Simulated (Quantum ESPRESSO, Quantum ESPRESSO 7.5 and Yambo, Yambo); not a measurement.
**Sb (buckled honeycomb monolayer): G0W0 with Yambo, start to end**

Aim: the G0W0 gap of Sb (buckled honeycomb monolayer) on PBE, step by step.

Main program and level: Quantum ESPRESSO 7.5 and Yambo 5.3.0; PBE and many-body steps on it, plane waves.

**What was measured.**

- Gap 2.21 eV: optical gap from PL emission peak; photoluminescence, 355 nm excitation; monolayer (antimonene on antimony oxide after hydrogen reduction) (“Ultrathin high-κ antimony oxide single crystals”, 2020, pmc:7237679).

## 1. Set-up

The cell holds 2 atoms: 2 Sb. Cell: a = 4.136 Å, b = 4.136 Å, c = 14.000 Å, α = 90.0°, β = 90.0°, γ = 120.0°. Vacuum lies along c.

The structure was relaxed with PBE. The runs that relaxed it are not among those shown. Spin-orbit coupling is left out unless a step names it.

## 2. Ground state

This step: Quantum ESPRESSO 7.5; DFT, PBE, plane waves, norm-conserving pseudopotentials.

The ground-state density comes first.

Contents of pw.in:

```
&control
  calculation = 'scf'
  prefix = 'x'
  outdir = 'o'
  pseudo_dir = 'pseudo'
/
&system
  ibrav = 0
  nat = 2
  ntyp = 1
  ecutwfc = 88.0
  nbnd = 28
  force_symmorphic = .true.
/
&electrons
  conv_thr = 1e-10
  electron_maxstep = 80
  mixing_beta = 0.5
/
ATOMIC_SPECIES
  Sb 121.76 Sb.upf
CELL_PARAMETERS angstrom
  4.1361780822 -0.0000000001 0.0000000000
  -2.0680890411 3.5820352938 0.0000000000
  0.0000000000 0.0000000000 14.0000000000
ATOMIC_POSITIONS crystal
  Sb 0.3333333333 0.6666666667 0.4417690704
  Sb 0.6666666667 0.3333333333 0.5582309296
K_POINTS automatic
  9 9 1 0 0 0
```

On the command line:

```
OMP_NUM_THREADS=1 mpirun -n 8 pw.x -nk 8 -in pw.in > pw.out
```

The log of the run:

```text
Program PWSCF v.7.5 starts

     This program is part of the open-source Quantum ESPRESSO suite
     for quantum simulation of materials; please cite
         "P. Giannozzi et al., J. Phys.:Condens. Matter 21 395502 (2009);
         "P. Giannozzi et al., J. Phys.:Condens. Matter 29 465901 (2017);
         "P. Giannozzi et al., J. Chem. Phys. 152 154105 (2020);
     in publications or presentations arising from this work. More details at
     Message from routine setup:
     using ibrav=0 with symmetry is DISCOURAGED, use correct ibrav instead

     G-vector sticks info

     bravais-lattice index     =            0
     lattice parameter (alat)  =       7.8162  a.u.
     unit-cell volume          =    1399.7605 (a.u.)^3
     number of atoms/cell      =            2
     number of atomic types    =            1
     number of electrons       =        46.00
     number of Kohn-Sham states=           28
     kinetic-energy cutoff     =      88.0000  Ry
     charge density cutoff     =     352.0000  Ry
     scf convergence threshold =      1.0E-10
     mixing beta               =       0.5000
     number of iterations used =            8  plain     mixing
     Exchange-correlation= PBE
                           (   1   4   3   4   0   0   0)

     celldm(1)=   7.816244  celldm(2)=   0.000000  celldm(3)=   0.000000
     celldm(4)=   0.000000  celldm(5)=   0.000000  celldm(6)=   0.000000

     crystal axes: (cart. coord. in units of alat)
               a(1) = (   1.000000  -0.000000   0.000000 )
               a(2) = (  -0.500000   0.866025   0.000000 )
               a(3) = (   0.000000   0.000000   3.384767 )

     reciprocal axes: (cart. coord. in units 2 pi/alat)
               b(1) = (  1.000000  0.577350 -0.000000 )
               b(2) = (  0.000000  1.154701 -0.000000 )
               b(3) = ( -0.000000 -0.000000  0.295441 )
     Pseudo is Norm-conserving + core correction, Zval = 23.0
     Generated using ONCVPSP code by D. R. Hamann
     Using radial grid of 1434 points,  6 beta functions with:
     Sb               23.00   121.76000     Sb( 1.00)

     12 Sym. Ops., with inversion, found

   Cartesian axes

     site n.     atom                  positions (alat units)
         1        Sb     tau(   1) = (  -0.0000000   0.5773503   1.4952855  )
         2        Sb     tau(   2) = (   0.5000000   0.2886751   1.8894818  )

     number of k points=    12
                       cart. coord. in units 2pi/alat
        k(    1) = (   0.0000000   0.0000000   0.0000000), wk =   0.0246914
        k(    2) = (   0.0000000   0.1283001   0.0000000), wk =   0.1481481
        k(    3) = (   0.0000000   0.2566001   0.0000000), wk =   0.1481481
        k(    4) = (   0.0000000   0.3849002   0.0000000), wk =   0.1481481
        k(    5) = (   0.0000000   0.5132002   0.0000000), wk =   0.1481481
        k(    6) = (   0.1111111   0.1924501   0.0000000), wk =   0.1481481
        k(    7) = (   0.1111111   0.3207501   0.0000000), wk =   0.2962963
        k(    8) = (   0.1111111   0.4490502   0.0000000), wk =   0.2962963
        k(    9) = (   0.1111111   0.5773503   0.0000000), wk =   0.1481481
        k(   10) = (   0.2222222   0.3849002   0.0000000), wk =   0.1481481
        k(   11) = (   0.2222222   0.5132002   0.0000000), wk =   0.2962963
        k(   12) = (   0.3333333   0.5773503   0.0000000), wk =   0.0493827

     Dense  grid:   156151 G-vectors     FFT dimensions: (  48,  48, 160)

     Initial potential from superposition of free atoms

     starting charge      45.9989, renormalised to      46.0000
     Starting wfcs are   26 randomized atomic wfcs +    2 random wfcs

     per-process dynamical memory:   101.7 Mb

     Self-consistent Calculation

     iteration #  1     ecut=    88.00 Ry     beta= 0.50

     Threshold (ethr) on eigenvalues was too large:
     Diagonalizing with lowered threshold

     total energy              =   -1011.82017507 Ry
     estimated scf accuracy    <       0.01740132 Ry

     iteration #  2     ecut=    88.00 Ry     beta= 0.50

     total energy              =   -1011.82048792 Ry
     estimated scf accuracy    <       0.00310981 Ry

     iteration #  3     ecut=    88.00 Ry     beta= 0.50

     total energy              =   -1011.82065142 Ry
     estimated scf accuracy    <       0.00008639 Ry

     iteration #  4     ecut=    88.00 Ry     beta= 0.50

     total energy              =   -1011.82065777 Ry
     estimated scf accuracy    <       0.00000967 Ry

     iteration #  5     ecut=    88.00 Ry     beta= 0.50

     total energy              =   -1011.82065905 Ry
     estimated scf accuracy    <       0.00000034 Ry

     iteration #  6     ecut=    88.00 Ry     beta= 0.50

     total energy              =   -1011.82065913 Ry
     estimated scf accuracy    <       0.00000003 Ry

     iteration #  7     ecut=    88.00 Ry     beta= 0.50

     total energy              =   -1011.82065913 Ry
     estimated scf accuracy    <          2.7E-09 Ry

     iteration #  8     ecut=    88.00 Ry     beta= 0.50

     total energy              =   -1011.82065913 Ry
     estimated scf accuracy    <          1.2E-10 Ry

     iteration #  9     ecut=    88.00 Ry     beta= 0.50

     End of self-consistent calculation

          k = 0.0000 0.0000 0.0000 ( 19537 PWs)   bands (ev):

  -143.8395-143.8388 -96.8107 -96.8107 -96.8067 -96.8067 -96.7646 -96.7609
   -28.6680 -28.6680 -28.5978 -28.5978 -28.5536 -28.4933 -28.4933 -28.4585
   -28.4155 -28.4155 -11.3212  -6.3925  -0.6609  -0.1418  -0.1418   1.4246
     2.6552   2.6552   4.3125   4.4133

          k = 0.0000 0.1283 0.0000 ( 19530 PWs)   bands (ev):

  -143.8395-143.8388 -96.8107 -96.8106 -96.8068 -96.8067 -96.7645 -96.7610
   -28.6671 -28.6618 -28.5970 -28.5940 -28.5522 -28.4959 -28.4934 -28.4602
   -28.4224 -28.4159 -11.1919  -6.3966  -1.2029  -0.6130  -0.4180   1.9387
     2.6975   2.9197   4.4573   4.5865

          k = 0.0000 0.2566 0.0000 ( 19540 PWs)   bands (ev):

  -143.8394-143.8389 -96.8108 -96.8104 -96.8071 -96.8066 -96.7641 -96.7613
   -28.6651 -28.6448 -28.5947 -28.5833 -28.5471 -28.5037 -28.4947 -28.4657
   -28.4409 -28.4169 -10.8125  -6.5170  -2.4632  -0.9422  -0.5888   1.3665
     3.3059   3.3613   4.7972   4.9724

          k = 0.0000 0.3849 0.0000 ( 19518 PWs)   bands (ev):

     [... further k-points ...]

     highest occupied, lowest unoccupied level (ev):    -0.1418    1.1990

!    total energy              =   -1011.82065913 Ry
     estimated scf accuracy    <          6.3E-12 Ry

     The total energy is the sum of the following terms:
     one-electron contribution =   -2032.75721201 Ry
     hartree contribution      =     984.57563457 Ry
     xc contribution           =    -138.56970170 Ry
     ewald contribution        =     174.93062001 Ry

     convergence has been achieved in   9 iterations

     XML data file, charge density, pseudopotentials, collected wavefunctions

=------------------------------------------------------------------------------=
   JOB DONE.
=------------------------------------------------------------------------------=
```

Run time: 14 s. Hardware: 8 MPI ranks of Intel Xeon 6975P-C (Granite Rapids), shared host; peak memory 1.3 GiB.

Numbers from this step:

| Quantity | Value |
| --- | --- |
| total energy | -13766.5214 eV |
| gap | 1.341 eV |
| k of the valence top | 0, 0, 0 |
| k of the conduction bottom | 0, 0.3333, 0 |
| least direct gap | 1.566 eV |

The gap is indirect, with the least direct gap 0.23 eV higher.

## 3. Bands along the symmetry lines

The cheap functional maps the bands first; the places of the edges decide which points the dearer methods must see.

Contents of pw.in:

```
&control
  calculation = 'bands'
  prefix = 'x'
  outdir = 'o'
  pseudo_dir = 'pseudo'
/
&system
  ibrav = 0
  nat = 2
  ntyp = 1
  ecutwfc = 88.0
  nbnd = 29
  force_symmorphic = .true.
/
&electrons
  conv_thr = 1e-9
  electron_maxstep = 80
  diago_full_acc = .true.
  diago_thr_init = 5e-6
/
ATOMIC_SPECIES
  Sb 121.76 Sb.upf
CELL_PARAMETERS angstrom
  4.1361780822 -0.0000000001 0.0000000000
  -2.0680890411 3.5820352938 0.0000000000
  0.0000000000 0.0000000000 14.0000000000
ATOMIC_POSITIONS crystal
  Sb 0.3333333333 0.6666666667 0.4417690704
  Sb 0.6666666667 0.3333333333 0.5582309296
K_POINTS crystal
  25
  0.00000000 0.00000000 0.00000000 1
  0.06250000 0.00000000 0.00000000 1
  0.12500000 0.00000000 0.00000000 1
  0.18750000 0.00000000 0.00000000 1
  0.25000000 0.00000000 0.00000000 1
  0.31250000 0.00000000 0.00000000 1
  0.37500000 0.00000000 0.00000000 1
  0.43750000 0.00000000 0.00000000 1
  0.50000000 0.00000000 0.00000000 1
  0.47916667 0.04166667 0.00000000 1
  0.45833333 0.08333333 0.00000000 1
  0.43750000 0.12500000 0.00000000 1
  0.41666666 0.16666666 0.00000000 1
  0.39583333 0.20833333 0.00000000 1
  0.37500000 0.25000000 0.00000000 1
  0.35416666 0.29166666 0.00000000 1
  0.33333333 0.33333333 0.00000000 1
  0.29166666 0.29166666 0.00000000 1
  0.25000000 0.25000000 0.00000000 1
  0.20833333 0.20833333 0.00000000 1
  0.16666666 0.16666666 0.00000000 1
  0.12500000 0.12500000 0.00000000 1
  0.08333333 0.08333333 0.00000000 1
  0.04166667 0.04166667 0.00000000 1
  0.00000000 0.00000000 0.00000000 1
```

The log of the run:

```text
[banner, memory and clock lines left out]
Program PWSCF v.7.5 starts

     Atomic positions and unit cell read from directory:
     o/x.save/

     Message from routine setup:
     using ibrav=0 with symmetry is DISCOURAGED, use correct ibrav instead

     G-vector sticks info

     bravais-lattice index     =            0
     lattice parameter (alat)  =       7.8162  a.u.
     unit-cell volume          =    1399.7605 (a.u.)^3
     number of atoms/cell      =            2
     number of atomic types    =            1
     number of electrons       =        46.00
     number of Kohn-Sham states=           29
     kinetic-energy cutoff     =      88.0000  Ry
     charge density cutoff     =     352.0000  Ry
     Exchange-correlation= PBE
                           (   1   4   3   4   0   0   0)

     celldm(1)=   7.816244  celldm(2)=   0.000000  celldm(3)=   0.000000
     celldm(4)=   0.000000  celldm(5)=   0.000000  celldm(6)=   0.000000

     crystal axes: (cart. coord. in units of alat)
               a(1) = (   1.000000  -0.000000   0.000000 )
               a(2) = (  -0.500000   0.866025   0.000000 )
               a(3) = (   0.000000   0.000000   3.384767 )

     reciprocal axes: (cart. coord. in units 2 pi/alat)
               b(1) = (  1.000000  0.577350 -0.000000 )
               b(2) = (  0.000000  1.154701 -0.000000 )
               b(3) = ( -0.000000 -0.000000  0.295441 )
     Pseudo is Norm-conserving + core correction, Zval = 23.0
     Generated using ONCVPSP code by D. R. Hamann
     Using radial grid of 1434 points,  6 beta functions with:
     Sb               23.00   121.76000     Sb( 1.00)

     12 Sym. Ops., with inversion, found

   Cartesian axes

     site n.     atom                  positions (alat units)
         1        Sb     tau(   1) = (  -0.0000000   0.5773503   1.4952855  )
         2        Sb     tau(   2) = (   0.5000000   0.2886751   1.8894818  )

     number of k points=    25
                       cart. coord. in units 2pi/alat
        k(    1) = (   0.0000000   0.0000000   0.0000000), wk =   0.0800000
        k(    2) = (   0.0625000   0.0360844   0.0000000), wk =   0.0800000
        k(    3) = (   0.1250000   0.0721688   0.0000000), wk =   0.0800000
[...]
[... 13 further rows ...]
        k(   24) = (   0.0416667   0.0721688   0.0000000), wk =   0.0800000
        k(   25) = (   0.0000000   0.0000000   0.0000000), wk =   0.0800000

     Dense  grid:   156151 G-vectors     FFT dimensions: (  48,  48, 160)

     The potential is recalculated from file :
     o/x.save/charge-density

     Starting wfcs are   26 randomized atomic wfcs +    3 random wfcs

     Band Structure Calculation

     End of band structure calculation

          k = 0.0000 0.0000 0.0000 ( 19537 PWs)   bands (ev):

  -143.8395-143.8387 -96.8106 -96.8106 -96.8067 -96.8067 -96.7645 -96.7609
   -28.6680 -28.6680 -28.5978 -28.5978 -28.5536 -28.4932 -28.4932 -28.4585
   -28.4154 -28.4154 -11.3212  -6.3924  -0.6609  -0.1418  -0.1418   1.4247
     2.6552   2.6552   4.3125   4.4133   6.2864

          k = 0.0625 0.0361 0.0000 ( 19531 PWs)   bands (ev):

  -143.8394-143.8388 -96.8107 -96.8106 -96.8067 -96.8067 -96.7645 -96.7610
   -28.6677 -28.6660 -28.5975 -28.5966 -28.5532 -28.4941 -28.4933 -28.4590
[...]
2.5639   2.7508   4.3617   4.4688   6.3546

          k = 0.1250 0.0722 0.0000 ( 19528 PWs)   bands (ev):

  -143.8394-143.8388 -96.8107 -96.8105 -96.8068 -96.8066 -96.7644 -96.7610
[...]
2.8087   2.9742   4.4917   4.6304   6.3040

[...]
k = 0.0417 0.0722 0.0000 ( 19531 PWs)   bands (ev):

  -143.8394-143.8388 -96.8107 -96.8106 -96.8067 -96.8067 -96.7645 -96.7610
[...]
2.5077   2.8068   4.3774   4.4871   6.3647

          k = 0.0000 0.0000 0.0000 ( 19537 PWs)   bands (ev):

  -143.8395-143.8387 -96.8106 -96.8106 -96.8067 -96.8067 -96.7645 -96.7609
   -28.6680 -28.6680 -28.5978 -28.5978 -28.5536 -28.4932 -28.4932 -28.4585
   -28.4154 -28.4154 -11.3212  -6.3924  -0.6609  -0.1418  -0.1418   1.4247
     2.6552   2.6552   4.3125   4.4133   6.2864

     XML data file, pseudopotentials, collected wavefunctions
```

It took 7.3 s on 8 MPI ranks; peak memory 1.2 GiB.

Numbers from this step:

- gap: 1.324 eV
- k of the valence top: 0, 0, 0
- k of the conduction bottom: 0.3125, 0, 0
- least direct gap: 1.566 eV

The gap is 1.324 eV, −0.017 eV from the run before at this level.

Electronic bands along the path, in eV, zero at the top of the highest filled band:

```
  point  band 20  band 21  band 22  band 23  band 24  band 25  band 26  band 27
      Γ    -6.25    -0.52     0.00     0.00     1.57     2.80     2.80     4.45
halfway    -6.45    -2.55    -0.93    -0.49     1.40     3.48     3.51     5.06
      M    -7.73    -2.87    -1.52    -1.40     1.67     2.52     3.58     5.16
halfway    -7.86    -3.04    -2.04    -1.40     2.12     2.95     3.33     5.57
      K    -8.42    -3.43    -1.74    -1.74     1.59     3.63     3.63     6.67
halfway    -6.59    -2.56    -1.80    -0.47     2.23     2.76     3.77     5.26
      Γ    -6.25    -0.52     0.00     0.00     1.57     2.80     2.80     4.45
```

The electronic bands as a text plot (rows in eV, shown from -8.0 to 4.6 only):

```
    4.3 |++++                                                ++++
    3.8 |            +++++++++++      ++++++++++++++++++++
    3.2 |    ++++++++++         +++++++    +++            +++
    2.7 |++++++        +++++++++ +++          +++++++++++++++++++
    2.2 |    ++                 ++++          ++++++++++++++++++
    1.7 |++++  +++     +++++++++    ++++++++++                  +
    1.2 |         +++++
    0.6 |
    0.1 |****                                                ****
   -0.4 |************                               *************
   -0.9 |         ********                    ******   ***
   -1.5 |    **        ******************  ***            ***
   -2.0 |      ***              **************      ******
   -2.5 |         ***                         *********
   -3.0 |            *****************        ***
   -3.6 |                             ********
   -4.1 |
   -4.6 |
   -5.1 |
   -5.6 |
   -6.2 |*********                                     **********
   -6.7 |         *****                             ***
   -7.2 |              ***                    ******
   -7.7 |                 ************     ***
         Γ                   M           K                      Γ
```

(Part 1 of 3 ends here.)

[Paths, hosts, dates, memory and timing lines, banners, echoed tables and standing remarks are left out of the program output.]

[Logs are printed without paths, hosts, clocks, repeated set-up lines and the standing remarks that a program may print on its own settings, such as how far it seeks lower states.]

[Runs of the session that timed out or met a known fault of the program may be left out.]

[Hosts, paths, dates, database ids (printed as entryN), source tags and the programs' standing remarks are cut or masked in the printed files.]
